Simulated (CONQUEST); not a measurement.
Here is a CONQUEST 1.3 calculation.

Conquest_input

```
IO.Title CdF2
IO.Coordinates coords.dat
IO.FractionalAtomicCoords T
IO.Iprint 2
IO.Iprint_init 1
General.NumberOfSpecies 2
General.PseudopotentialType hamann
AtomMove.TypeOfRun static
AtomMove.FullStress T
Grid.GridCutoff 150
DM.SolutionMethod diagon
Diag.MPMesh T
Diag.GammaCentred T
Diag.MPMeshX 7
Diag.MPMeshY 7
Diag.MPMeshZ 5
Diag.kT 0.00183747
minE.SCTolerance 1e-6
SC.MaxIters 100
IO.AtomChargeOutput T
%block ChemicalSpeciesLabel
1 112.410 Cd
2 19.000 F
%endblock
```

The input coords.dat:

```
    7.1996511915     0.0000000000     0.0000000000
    0.0000000000     7.1996511915     0.0000000000
    0.0000000000     0.0000000000    10.1818443595
6
  0.0106470000   0.0010360000   0.0005420000 1 T T T
  0.5106470000   0.5010360000   0.5005420000 1 T T T
  0.0080880000   0.5062760000   0.2589390000 2 T T T
  0.5080880000   0.0062760000   0.7589390000 2 T T T
  0.4932220000   0.0184410000   0.2562000000 2 T T T
  0.9932220000   0.5184410000   0.7562000000 2 T T T
```

Potentials or basis: PseudoDojo NC PBE, DZP, grid cutoff 150 Ha.

Launch:

```console
$ Conquest
```

Task: What does it give for the band gap on the k mesh?

Result: 3.11 eV.

Task: Estimate the pressure.

Result: 7.0 GPa.

Task: What does it give for the Mulliken charges?

Result: Cd +1.00; F -0.50 e.

Forces in eV/Å, atoms in the order of the input:
```
Cd  -0.233  0.286  0.248
Cd  -0.233  0.286  0.248
F   -0.070  0.043 -0.179
F   -0.070  0.043 -0.179
F    0.299 -0.346 -0.079
F    0.299 -0.346 -0.079
```

Caveat: the box holds several primitive cells, so bands are folded and the points are those of the box's own zone; an odd mesh through Γ misses points on the zone boundary, where band edges often lie; the basis of atomic orbitals isn't converged, which shifts pressures, moduli and gaps.
